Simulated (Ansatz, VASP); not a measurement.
# One calculation of Zr, two programs

```
Zr
1.0
     5.03280    0.00000    0.00000
    -2.51640    4.35853    0.00000
     0.00000    0.00000    3.13240
Zr
3
Direct
  0.66667 0.33333 0.50000
  0.33333 0.66667 0.50000
  0.00000 0.00000 0.00000
```

The cell was built by a generator and needn't be a form met in nature.

Alike in both runs: task single point; functional PBE; k mesh 6 × 6 × 6; occupations gaussian, width 0.1 eV; no spin polarisation.

|  | VASP | Ansatz |
| --- | --- | --- |
| version | VASP 6.6.1 | Ansatz 0.2.0 |
| potentials or method | VASP PAW PBE potentials, release 64 (Zr_sv) | scalar-relativistic, plane waves, PAW |
| plane-wave cutoff (eV) | 520 | 420 |
| valence electrons in the cell | 36 | 36 |

|  | VASP | Ansatz | Ansatz less VASP |
| --- | --- | --- | --- |
| gap on the k mesh at the Fermi level (eV) | none | none | - |
| pressure (GPa) | 0.8 | 0.8 | -0.03 |
| largest component of the traceless stress (GPa) | 0.73 | 0.74 | +0.011 |

A gap of «none» marks a metal or a gap that the smearing closes.
